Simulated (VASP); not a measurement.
# CaO (P6_3/mmc) in VASP: a series of runs

One crystal, CaO, is run at these levels: LDA; tasks: single point, relaxation of cell and atoms.

Program: VASP 6.6.1. These are calculated values, not measurements. Logs are shortened: lines on timing, memory, paths and dates and some standing lists are left out, and cuts for length are marked.

## (1) Starting point

It takes space group P6_3/mmc (No. 194, hexagonal). The conventional cell has a = 3.909 Å, b = 3.909 Å, c = 4.683 Å, α = 90.00°, β = 90.00°, γ = 120.00°. Around Ca (site symmetry -6m2) lie 5 O at 2.26 to 2.34 Å. O (site symmetry -6m2) is surrounded by 5 Ca at 2.26 to 2.34 Å.

The cell comes from a database or a generator and needn't be the stable form of this composition.

## (2) Single point, LDA

INCAR reads:

```
SYSTEM = CaO
ALGO = Normal
EDIFF = 1E-7
ENCUT = 520
GGA = CA
ISIF = 2
ISMEAR = 0
LASPH = .TRUE.
LCHARG = .FALSE.
LREAL = .FALSE.
LWAVE = .FALSE.
NBANDS = 24
NELM = 100
PREC = Accurate
SIGMA = 0.02
```

KPOINTS reads:

```
k-points
0
G
  9 9 6
  0 0 0
```

POSCAR reads:

```
CaO
1.0
    3.9088115032      0.0000000000      0.0000000000
   -1.9544057516      3.3851300604      0.0000000000
    0.0000000000      0.0000000000      4.6834679248
Ca O
2 2
Direct
    0.3333333333      0.6666666667      0.7500000000
    0.6666666667      0.3333333333      0.2500000000
    0.3333333333      0.6666666667      0.2500000000
    0.6666666667      0.3333333333      0.7500000000
```

Potentials or basis: VASP PAW LDA potentials, release 64 (Ca_sv, O).

Started as:

```bash
cat potpaw_LDA.64/Ca_sv/POTCAR potpaw_LDA.64/O/POTCAR > POTCAR
mpirun -np 1 vasp_std > vasp.out
```

OUTCAR:

```text
SYSTEM = CaO
   EDIFF = 1E-7
   ENCUT = 520
   GGA = CA
   ISIF = 2
   ISMEAR = 0
   LASPH = .TRUE.
   LREAL = .FALSE.
   NELM = 100
   PREC = Accurate

 ion  position               nearest neighbor table
   1  0.333  0.667  0.750-   4 2.26   4 2.26   4 2.26   3 2.34   3 2.34
   2  0.667  0.333  0.250-   3 2.26   3 2.26   3 2.26   4 2.34   4 2.34
   3  0.333  0.667  0.250-   2 2.26   2 2.26   2 2.26   1 2.34   1 2.34
   4  0.667  0.333  0.750-   1 2.26   1 2.26   1 2.26   2 2.34   2 2.34

  LATTYP: Found a hexagonal cell.
 ALAT       =     3.9088115032
 C/A-ratio  =     1.1981820871

  Lattice vectors:

 A1 = (   3.9088115032,   0.0000000000,   0.0000000000)
 A2 = (  -1.9544057516,   3.3851300604,   0.0000000000)
 A3 = (   0.0000000000,   0.0000000000,   4.6834679248)

Analysis of symmetry for initial positions (statically):
=====================================================================
 Subroutine PRICEL returns:
 Original cell was already a primitive cell.

 Routine SETGRP: Setting up the symmetry group for a
 hexagonal supercell.

 Subroutine GETGRP returns: Found 24 space group operations
 (whereof 12 operations were pure point group operations)
 out of a pool of 24 trial point group operations.

The static configuration has the point symmetry D_3d.
 The point group associated with its full space group is D_6h.

Analysis of symmetry for dynamics (positions and initial velocities):
=====================================================================
 Subroutine PRICEL returns:
 Original cell was already a primitive cell.

 Routine SETGRP: Setting up the symmetry group for a
 hexagonal supercell.

 Subroutine GETGRP returns: Found 24 space group operations
 (whereof 12 operations were pure point group operations)
 out of a pool of 24 trial point group operations.

The dynamic configuration has the point symmetry D_3d.
 The point group associated with its full space group is D_6h.

 Subroutine INISYM returns: Found 24 space group operations
 (whereof 12 operations are pure point group operations),
 and found     1 'primitive' translations

----------------------------------------------------------------------------------------

                                     Primitive cell

  volume of cell :      61.9709

  direct lattice vectors                    reciprocal lattice vectors
     3.908811503  0.000000000  0.000000000     0.255832239  0.147704812  0.000000000
    -1.954405752  3.385130060  0.000000000     0.000000000  0.295409624  0.000000000
     0.000000000  0.000000000  4.683467925     0.000000000  0.000000000  0.213516996

  length of vectors
     3.908811503  3.908811503  4.683467925     0.295409624  0.295409624  0.213516996

  position of ions in fractional coordinates (direct lattice)
     0.333333333  0.666666667  0.750000000
     0.666666667  0.333333333  0.250000000
     0.333333333  0.666666667  0.250000000
     0.666666667  0.333333333  0.750000000

  ion indices of the primitive-cell ions
   primitive index   ion index
                 1           1
                 2           2
                 3           3
                 4           4

----------------------------------------------------------------------------------------

 KPOINTS: k-points

Automatic generation of k-mesh.
 Grid dimensions read from file:
 generate k-points for:    9    9    6

 Generating k-lattice:

  Cartesian coordinates                     Fractional coordinates (reciprocal lattice)
     0.028425804  0.016411646  0.000000000     0.111111111  0.000000000  0.000000000
     0.000000000  0.032823292  0.000000000     0.000000000  0.111111111  0.000000000
     0.000000000  0.000000000  0.035586166     0.000000000  0.000000000  0.166666667

  Length of vectors
     0.032823292  0.032823292  0.035586166

  Shift w.r.t. Gamma in fractional coordinates (k-lattice)
     0.000000000  0.000000000  0.000000000

 Subroutine IBZKPT returns following result:
 ===========================================

 Found     48 irreducible k-points:

 Following reciprocal coordinates:
            Coordinates               Weight
  0.000000  0.000000  0.000000      1.000000
  0.111111 -0.000000  0.000000      6.000000
  0.222222  0.000000  0.000000      6.000000
  0.333333  0.000000  0.000000      6.000000
  0.444444  0.000000  0.000000      6.000000
  0.111111  0.111111  0.000000      6.000000
[... 16 lines left out ...]
  0.333333  0.222222  0.166667     24.000000
  0.333333  0.333333  0.166667      4.000000
 [... further k-points ...]
   k-points           NKPTS =     48   k-points in BZ     NKDIM =     48   number of bands    NBANDS=     24
   number of dos      NEDOS =    301   number of ions     NIONS =      4
   total plane-waves  NPLWV =  32400
   dimension x,y,z NGX =    30 NGY =   30 NGZ =   36
   dimension x,y,z NGXF=    60 NGYF=   60 NGZF=   72
   ions per type =               2   2
   NGX,Y,Z   is equivalent  to a cutoff of  12.76, 12.76, 12.78 a.u.
   NGXF,Y,Z  is equivalent  to a cutoff of  25.52, 25.52, 25.56 a.u.
 SYSTEM =  CaO
   PREC   = accura    normal or accurate (medium, high low for compatibility)
   ISTART =      0    job   : 0-new  1-cont  2-samecut
   ICHARG =      2    charge: 1-file 2-atom 10-const
   ISPIN  =      1    spin polarized calculation?
   LNONCOLLINEAR =      F non collinear calculations
   LSORBIT =      F    spin-orbit coupling
   LASPH  =      T    aspherical Exc in radial PAW
   ENCUT  =  520.0 eV  38.22 Ry    6.18 a.u.   7.27  7.27  8.71*2*pi/ulx,y,z
   NELM   =    100;   NELMIN=  2; NELMDL= -5     # of ELM steps
   EDIFF  = 0.1E-06   stopping-criterion for ELM
   LREAL  =      F    real-space projection
   EDIFFG = 0.1E-05   stopping-criterion for IOM
   NSW    =      0    number of steps for IOM
   IBRION =     -1    ionic relax: 0-MD 1-quasi-New 2-CG
   NFREE  =      0    steps in history (QN), initial steepest desc. (CG)
   ISIF   =      2    stress and relaxation
   ISYM   =      2    0-nonsym 1-usesym 2-fastsym
   POTIM  = 0.5000    time-step for ionic-motion
   TEBEG  =    0.0;   TEEND  =   0.0 temperature during run
   PSTRESS=    0.0 pullay stress
   NELECT =      32.0000    total number of electrons
   NUPDOWN=      -1.0000    fix difference up-down
   EMIN   =  10.00;   EMAX   =-10.00  energy-range for DOS
   EFERMI =   0.00;   METHOD = LEGACY
   ISMEAR =     0;   SIGMA  =   0.02  broadening in eV -4-tet -1-fermi 0-gaus
   EFERMI_NEDOS =   21; number of points for ismear=-14 and -15
   IALGO  =     38    algorithm
   IMIX   =      4    mixing-type and parameters
     AMIX     =   0.40;   BMIX     =  1.00
     AMIX_MAG =   1.60;   BMIX_MAG =  1.00
  volume/ion in A,a.u.               =      15.49       104.55
  Fermi-wavevector in a.u.,A,eV,Ry     =   1.313396  2.481958 23.470165  1.725008
  Thomas-Fermi vector in A             =   2.443721
   LORBIT       =      0    0 simple, 1 ext, 2 COOP (PROOUT), +10 PAW based schemes
   GGA     = CA    functional components
   LHFCALC =     F    Hartree Fock is set to
   AEXX    =    0.0000 exact exchange contribution
   IVDW    =     0    specifies the selected vdW correction
   LEPSILON=     F    determine dielectric tensor
   LRPA    =     F    only Hartree local field effects (RPA)
 non-spin polarized calculation
 Gauss-broadening in eV      SIGMA  =   0.02
  energy-cutoff  :      520.00
  volume of cell :       61.97
 maximum number of plane-waves:      1691
 NGX is ok and might be reduce to    30
   NGX = 15   NGY = 15   NGZ = 17

 number of electron      31.9999992 magnetization

 Free energy of the ion-electron system (eV)
  ---------------------------------------------------
  ext. energy  EPLUGINS =         0.00000000
  ---------------------------------------------------
  free energy    TOTEN  =       -27.99496968 eV

  energy without entropy =      -27.99496968  energy(sigma->0) =      -27.99496968

 E-fermi :   1.4256     XC(G=0): -10.2487

 val. band max:        1.3162315892   @ k =   0.0000   0.0000   0.0000
 cond. band min:       4.5281245888   @ k =   0.0000   0.0000   0.0000
 fundamental gap:      3.2118929995
 Fermi energy:         1.4255847137

 k-point     1 :       0.0000    0.0000    0.0000
  band No.  band energies     occupation
      1     -35.5212      2.00000
      2     -35.3353      2.00000
      3     -17.2712      2.00000
      4     -16.9402      2.00000
      5     -16.9402      2.00000
      6     -16.6846      2.00000
[... 16 lines left out ...]
     23       9.9890      0.00000
     24      10.1870      0.00000

 k-point     2 :       0.1111   -0.0000    0.0000
  band No.  band energies     occupation
      1     -35.5140      2.00000
      2     -35.3380      2.00000
      3     -17.2496      2.00000
      4     -17.0176      2.00000
      5     -16.9548      2.00000
      6     -16.7810      2.00000
[... 16 lines left out ...]
     23       9.7996      0.00000
     24      10.0873      0.00000

 k-point     3 :       0.2222    0.0000    0.0000
  band No.  band energies     occupation
      1     -35.4942      2.00000
      2     -35.3463      2.00000
      3     -17.1985      2.00000
      4     -17.1888      2.00000
      5     -16.9952      2.00000
      6     -16.9897      2.00000
[... 16 lines left out ...]
     23       9.8170      0.00000
     24       9.9863      0.00000

 k-point     4 :       0.3333    0.0000    0.0000
  band No.  band energies     occupation
      1     -35.4674      2.00000
      2     -35.3600      2.00000
      3     -17.3845      2.00000
      4     -17.2016      2.00000
      5     -17.1021      2.00000
      6     -17.0266      2.00000
[... 16 lines left out ...]
     23       9.7678      0.00000
     24       9.9758      0.00000

 k-point     5 :       0.4444    0.0000    0.0000
  band No.  band energies     occupation
      1     -35.4438      2.00000
      2     -35.3750      2.00000
      3     -17.4973      2.00000
      4     -17.3209      2.00000
      5     -17.0496      2.00000
      6     -17.0212      2.00000
[... 451 lines left out ...]
 k-point    22 :       0.2222    0.2222    0.1667
  band No.  band energies     occupation
      1     -35.4465      2.00000
      2     -35.3742      2.00000
      3     -17.5588      2.00000
      4     -17.4378      2.00000
      5     -17.0603      2.00000
      6     -16.8967      2.00000
[... 16 lines left out ...]
     23       9.8883      0.00000
     24      10.5105      0.00000

 k-point    23 :       0.3333    0.2222    0.1667
  band No.  band energies     occupation
      1     -35.4254      2.00000
      2     -35.3887      2.00000
      3     -17.6028      2.00000
      4     -17.5268      2.00000
      5     -17.1052      2.00000
      6     -16.8322      2.00000
[... 16 lines left out ...]
     23      10.1157      0.00000
     24      10.4792      0.00000

 k-point    24 :       0.3333    0.3333    0.1667
  band No.  band energies     occupation
      1     -35.4059      2.00000
      2     -35.4059      2.00000
      3     -17.5796      2.00000
      4     -17.5796      2.00000
      5     -17.1362      2.00000
      6     -16.7612      2.00000
[... 16 lines left out ...]
     23      10.1453      0.00000
     24      10.5362      0.00000

 [... further k-points ...]
[... 5 lines left out ...]
  --------------------------------------------------------------------------------------
  -------------------------------------------------------------------------------------
  Total        0.3063460      0.3063460      0.3373116      0.0000000      0.0000000      0.0000000
  in kB        7.9201829      7.9201829      8.7207567      0.0000000      0.0000000      0.0000000
  external PRESSURE =       8.1870408 kB  Pullay stress =       0.0000000 kB

 VOLUME and BASIS-vectors are now :
 -----------------------------------------------------------------------------
  energy-cutoff  :      520.00
  volume of cell :       61.97
      direct lattice vectors                 reciprocal lattice vectors
     3.908811503  0.000000000  0.000000000     0.255832239  0.147704812  0.000000000
    -1.954405752  3.385130060  0.000000000     0.000000000  0.295409624  0.000000000
     0.000000000  0.000000000  4.683467925     0.000000000  0.000000000  0.213516996

 POSITION                                       TOTAL-FORCE (eV/Angst)
 -----------------------------------------------------------------------------------
     -0.00000      2.25675      3.51260        -0.000000     -0.000000      0.000000
      1.95441      1.12838      1.17087        -0.000000      0.000000      0.000000
     -0.00000      2.25675      1.17087        -0.000000     -0.000000      0.000000
      1.95441      1.12838      3.51260         0.000000      0.000000      0.000000
 -----------------------------------------------------------------------------------
    total drift:                                0.000000     -0.000000      0.000000

  FREE ENERGIE OF THE ION-ELECTRON SYSTEM (eV)
  ---------------------------------------------------
  free  energy   TOTEN  =       -27.9949696847 eV

  energy  without entropy=      -27.9949696847  energy(sigma->0) =      -27.99496968
```

Run time: 43 s. Hardware: 1 thread of AMD EPYC 9R45 (Zen 5), shared host; peak memory 0.16 GiB.

Results:

```
Free energy            : -27.9950 eV
Pressure               : 0.8 GPa
Band gap on the k mesh : 3.21 eV, direct
```

Stress tensor (GPa, compression positive):
```
0.79 0.00 0.00
0.00 0.79 0.00
0.00 0.00 0.87
```

Levels at points of the mesh, in eV from the valence-band top:
| k point | band 12 | band 13 | band 14 | band 15 | band 16 | band 17 | band 18 | band 19 | band 20 | band 21 |
| --- | --- | --- | --- | --- | --- | --- | --- | --- | --- | --- |
| (0.00, 0.00, 0.00) | -1.31 | -1.30 | -1.30 | -1.06 | 0.00 | 3.21 | 6.14 | 6.14 | 7.92 | 8.06 |
| (0.00, 0.00, 0.50) | -1.72 | -1.44 | -1.44 | -1.44 | -1.44 | 5.04 | 5.04 | 7.98 | 7.98 | 7.98 |

Caveat: an odd mesh through Γ misses points on the zone boundary, where band edges often lie. Expect the measured gap to be larger: semilocal functionals such as LDA lack the derivative discontinuity.

[end of part 1 of 2]
